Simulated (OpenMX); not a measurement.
# Pb (P-1) in OpenMX: convergence with Kgrid

Aim: find how far Kgrid must go before the results for Pb settle, at PBE. This setting moves, with any that are tied to it; all else stays.

All numbers are computed with OpenMX 3.8.5; they aren't measurements. Logs are shortened: lines on timing, memory, paths and dates and some standing lists are left out, and cuts for length are marked.

## (1) The cell of the first run

The typed cell holds 1 atom: a = 3.495 Å, b = 3.545 Å, c = 3.494 Å, α = 59.39°, β = 60.05°, γ = 59.36°.

The cell isn't the ideal one: cell strained at random at fixed volume.

## (2) With Kgrid 1 1 1

Input file Pb.dat:

```
System.CurrrentDirectory             ./
System.Name                          Pb
DATA.PATH                            ./DFT_DATA13
level.of.stdout                      1
level.of.fileout                     0
Species.Number                       1
<Definition.of.Atomic.Species
  Pb  Pb8.0-s3p2d2           Pb_PBE13
Definition.of.Atomic.Species>

Atoms.Number                         1
Atoms.SpeciesAndCoordinates.Unit     Ang
<Atoms.SpeciesAndCoordinates
    1  Pb    0.2643948530   -0.0576085391   -0.0417710951   7.000  7.000
Atoms.SpeciesAndCoordinates>

Atoms.UnitVectors.Unit               Ang
<Atoms.UnitVectors
     0.0197170000    2.4489940000    2.4928810000
     2.5060190000    0.0054720000    2.5071260000
     2.4917700000    2.4489900000    0.0197200000
Atoms.UnitVectors>

scf.XcType                           GGA-PBE
scf.SpinPolarization                 off
scf.ElectronicTemperature            580.226
scf.energycutoff                     500.0
scf.maxIter                          100
scf.EigenvalueSolver                 band
scf.Kgrid                            1 1 1
scf.Mixing.Type                      rmm-diisk
scf.Init.Mixing.Weight               0.05
scf.Min.Mixing.Weight                0.001
scf.Max.Mixing.Weight                0.3
scf.Mixing.History                   25
scf.Mixing.StartPulay                8
scf.criterion                        1.0e-8
scf.stress.tensor                    on
MD.Type                              nomd
```

Potentials or basis: OpenMX 2013 PBE set, Pb8.0-s3p2d2, grid cutoff 500 Ry.

Run with:

```bash
$ openmx Pb.dat -nt 1 > Pb.std
```

Pb.out:

```text
Required cutoff energy (Ryd) for 3D-grids = 500.0000
      Used cutoff energy (Ryd) for 3D-grids = 546.3842, 538.2465, 546.3853
  Num. of grids of a-, b-, and c-axes = 40, 40, 40

  Num.Grid1.    40
  Num.Grid2.    40
  Num.Grid3.    40

  Cell_Volume =    204.626883596801 (Bohr^3)
  GridVol     =      0.003197295056 (Bohr^3)
  Cell vectors (bohr) of the grid cell (gtv)
    gtv_a =  0.000931493183,  0.115698190192,  0.117771550303
    gtv_b =  0.118392230804,  0.000258514515,  0.118444528971
    gtv_c =  0.117719063164,  0.115698001219,  0.000931634912
    |gtv_a| =  0.165097174276
    |gtv_b| =  0.167469082483
    |gtv_c| =  0.165059605179

***********************************************************

***********************************************************
                  SCF history at MD= 1
***********************************************************

   SCF=   1  NormRD=  1.000000000000  Uele= -8.283464879872
   SCF=   2  NormRD=  1.152727208937  Uele= -8.290363083618
   SCF=   3  NormRD=  1.099930550670  Uele= -8.293157542952
   SCF=   4  NormRD=  0.710467725892  Uele= -8.323969805265
   SCF=   5  NormRD=  0.598973229201  Uele= -8.346142967709
   SCF=   6  NormRD=  0.646492319708  Uele= -8.353405062168
   SCF=   7  NormRD=  0.255349827827  Uele= -8.352836765333
   SCF=   8  NormRD=  0.203839126325  Uele= -8.352002305617
   SCF=   9  NormRD=  0.242398536842  Uele= -8.344984007155
   SCF=  10  NormRD=  0.028687535039  Uele= -8.330441066620
   SCF=  11  NormRD=  0.011548201036  Uele= -8.326840367942
   SCF=  12  NormRD=  0.008586273168  Uele= -8.324474129517
   SCF=  13  NormRD=  0.000502291214  Uele= -8.324298138839
   SCF=  14  NormRD=  0.000715750938  Uele= -8.324447694411
[... 79 lines left out ...]
         18   1.63511839428171   1.63511839428171
         19   2.36452069438576   2.36452069438576

***********************************************************
                   Mulliken populations
***********************************************************

  Total spin moment (muB)   0.000000000

                    Up spin      Down spin     Sum           Diff
      1   Pb      7.000000000  7.000000000  14.000000000   0.000000000

 Sum of MulP: up   =     7.00000 down          =     7.00000
              total=    14.00000 ideal(neutral)=    14.00000

  Decomposed Mulliken populations

    1   Pb          Up spin      Down spin     Sum           Diff
            multiple
  s           0    1.052929726  1.052929726   2.105859452   0.000000000
   sum over m      1.052929726  1.052929726   2.105859452   0.000000000
  s           1   -0.055847077 -0.055847077  -0.111694154   0.000000000
   sum over m     -0.055847077 -0.055847077  -0.111694154   0.000000000
  s           2    0.002809990  0.002809990   0.005619981   0.000000000
   sum over m      0.002809990  0.002809990   0.005619981   0.000000000
   sum over m+mul  0.999892639  0.999892639   1.999785279   0.000000000
  px          0    0.306852861  0.306852861   0.613705722   0.000000000
  py          0    0.316994780  0.316994780   0.633989560   0.000000000
  pz          0    0.306916116  0.306916116   0.613832233   0.000000000
   sum over m      0.930763757  0.930763757   1.861527514   0.000000000
  px          1    0.022732265  0.022732265   0.045464531   0.000000000
  py          1    0.023800096  0.023800096   0.047600192   0.000000000
  pz          1    0.022703882  0.022703882   0.045407764   0.000000000
   sum over m      0.069236243  0.069236243   0.138472486   0.000000000
   sum over m+mul  1.000000000  1.000000000   2.000000000   0.000000000
  d3z^2-r^2   0    1.009048365  1.009048365   2.018096729   0.000000000
  dx^2-y^2    0    1.008546682  1.008546682   2.017093364   0.000000000
  dxy         0    1.002699597  1.002699597   2.005399193   0.000000000
  dxz         0    1.002715764  1.002715764   2.005431529   0.000000000
  dyz         0    1.002700000  1.002700000   2.005399999   0.000000000
   sum over m      5.025710407  5.025710407  10.051420815   0.000000000
  d3z^2-r^2   1   -0.009048167 -0.009048167  -0.018096335   0.000000000
  dx^2-y^2    1   -0.008546081 -0.008546081  -0.017092162   0.000000000
  dxy         1   -0.002695978 -0.002695978  -0.005391956   0.000000000
  dxz         1   -0.002616390 -0.002616390  -0.005232780   0.000000000
  dyz         1   -0.002696430 -0.002696430  -0.005392861   0.000000000
   sum over m     -0.025603047 -0.025603047  -0.051206094   0.000000000
   sum over m+mul  5.000107361  5.000107361  10.000214721   0.000000000

***********************************************************
       xyz-coordinates (Ang) and forces (Hartree/Bohr)
***********************************************************

<coordinates.forces
  1
    1    Pb     0.26439  -0.05761  -0.04177  -0.000000000001  0.000000000000  0.000000000000
coordinates.forces>

***********************************************************
       Fractional coordinates of the final structure
***********************************************************

     1     Pb     0.92625400000001   0.05627200000554   0.05009700000406
```

Pb.std:

```text
*******************************************************
 Welcome to OpenMX   Ver. 3.8.5
 Copyright (C), 2002-2014, T. Ozaki
 OpenMX comes with ABSOLUTELY NO WARRANTY.
 This is free software, and you are welcome to
 redistribute it under the constitution of the GNU-GPL.
*******************************************************
[... 204 lines left out ...]
  Uzs   =       0.000000000000
  Uzo   =       0.000000000000
  Uef   =       0.000000000000
  UvdW  =       0.000000000000
  Utot  =     -64.417797288036

*******************************************************
             MD or geometry opt. at MD = 1
*******************************************************

outputting data on grids to files...

The calculation was normally finished.
```

Wall time 45 s (1 thread of Arm Neoverse V2, shared host); peak memory 0.9 GiB.

What came out:

```
Free energy : -1753.0823 eV
Pressure    : 63.4 GPa
```

## (3) With Kgrid 3 3 3

Changes to Pb.dat since step 2:

```diff
@@ -29,3 +29,3 @@
 scf.EigenvalueSolver                 band
-scf.Kgrid                            1 1 1
+scf.Kgrid                            3 3 3
 scf.Mixing.Type                      rmm-diisk
```

Potentials or basis: OpenMX 2013 PBE set, Pb8.0-s3p2d2, grid cutoff 500 Ry.

Run with:

```bash
$ openmx Pb.dat -nt 1 > Pb.std
```

Run time: 39 s. Hardware: 1 thread of Arm Neoverse V2, shared host; peak memory 0.91 GiB.

Results:

* Free energy: -1764.3196 eV
* Pressure: 1.9 GPa
* Band gap on the k mesh: none (metal or under the smearing width)

## (4) With Kgrid 5 5 5

Changes to Pb.dat since step 3:

```diff
@@ -29,3 +29,3 @@
 scf.EigenvalueSolver                 band
-scf.Kgrid                            3 3 3
+scf.Kgrid                            5 5 5
 scf.Mixing.Type                      rmm-diisk
```

Run with:

```bash
$ openmx Pb.dat -nt 1 > Pb.std
```

It took 40 s on 1 thread of Arm Neoverse V2, shared host; peak memory 0.91 GiB.

What came out:

```
Free energy            : -1764.5391 eV
Pressure               : 2.9 GPa
Band gap on the k mesh : none (metal or under the smearing width)
```

## (5) With Kgrid 7 7 7

Changes to Pb.dat since step 4:

```diff
@@ -29,3 +29,3 @@
 scf.EigenvalueSolver                 band
-scf.Kgrid                            5 5 5
+scf.Kgrid                            7 7 7
 scf.Mixing.Type                      rmm-diisk
```

Run with:

```bash
$ openmx Pb.dat -nt 1 > Pb.std
```

Wall time 39 s (1 thread of Arm Neoverse V2, shared host); peak memory 0.91 GiB.

What came out:

```yaml
Free_energy: -1764.5752 eV
Pressure: 3.9 GPa
Band_gap_on_the_k_mesh: none (metal or under the smearing width)
```

## (6) With Kgrid 9 9 9

Changes to Pb.dat since step 5:

```diff
@@ -29,3 +29,3 @@
 scf.EigenvalueSolver                 band
-scf.Kgrid                            7 7 7
+scf.Kgrid                            9 9 9
 scf.Mixing.Type                      rmm-diisk
```

Potentials or basis: OpenMX 2013 PBE set, Pb8.0-s3p2d2, grid cutoff 500 Ry.

Run with:

```bash
$ openmx Pb.dat -nt 1 > Pb.std
```

Run time: 43 s. Hardware: 1 thread of Arm Neoverse V2, shared host; peak memory 0.91 GiB.

Results:

```
Free energy            : -1764.5826 eV
Pressure               : 3.2 GPa
Band gap on the k mesh : none (metal or under the smearing width)
```

## (7) With Kgrid 11 11 11

Changes to Pb.dat since step 6:

```diff
@@ -29,3 +29,3 @@
 scf.EigenvalueSolver                 band
-scf.Kgrid                            9 9 9
+scf.Kgrid                            11 11 11
 scf.Mixing.Type                      rmm-diisk
```

Run with:

```bash
$ openmx Pb.dat -nt 1 > Pb.std
```

Run time: 47 s. Hardware: 1 thread of Arm Neoverse V2, shared host; peak memory 0.91 GiB.

Results:

* Free energy: -1764.5696 eV
* Pressure: 3.2 GPa
* Band gap on the k mesh: none (metal or under the smearing width)

## (8) With Kgrid 13 13 13

Changes to Pb.dat since step 7:

```diff
@@ -29,3 +29,3 @@
 scf.EigenvalueSolver                 band
-scf.Kgrid                            11 11 11
+scf.Kgrid                            13 13 13
 scf.Mixing.Type                      rmm-diisk
```

Run with:

```bash
$ openmx Pb.dat -nt 1 > Pb.std
```

Wall time 53 s (1 thread of Arm Neoverse V2, shared host); peak memory 0.91 GiB.

It converged, with:

```yaml
Free_energy: -1764.5657 eV
Pressure: 3.3 GPa
Band_gap_on_the_k_mesh: none (metal or under the smearing width)
```

## (9) Summary

| Kgrid | energy less the tightest run, at zero smearing (meV/atom) | pressure (GPa) | SCF cycles | CPU time (s) | peak memory (GiB) |
| --- | --- | --- | --- | --- | --- |
| 1 1 1 | 11573.62 | 63.39 | 20 | 45 | 0.9 |
| 3 3 3 | 261.78 | 1.92 | 15 | 39 | 0.91 |
| 5 5 5 | 29.83 | 2.87 | 15 | 40 | 0.91 |
| 7 7 7 | -10.21 | 3.87 | 14 | 39 | 0.91 |
| 9 9 9 | -17.43 | 3.22 | 15 | 43 | 0.91 |
| 11 11 11 | -4.54 | 3.16 | 15 | 47 | 0.91 |
| 13 13 13 | 0.00 | 3.33 | 15 | 53 | 0.91 |

Not settled before the last step: the energy (to 1 meV/atom), the pressure (to 0.1 GPa). The tightest run that finished is the yardstick and may itself not be fully converged.

Caveats: the basis of atomic orbitals isn't converged, which shifts pressures, moduli and gaps.
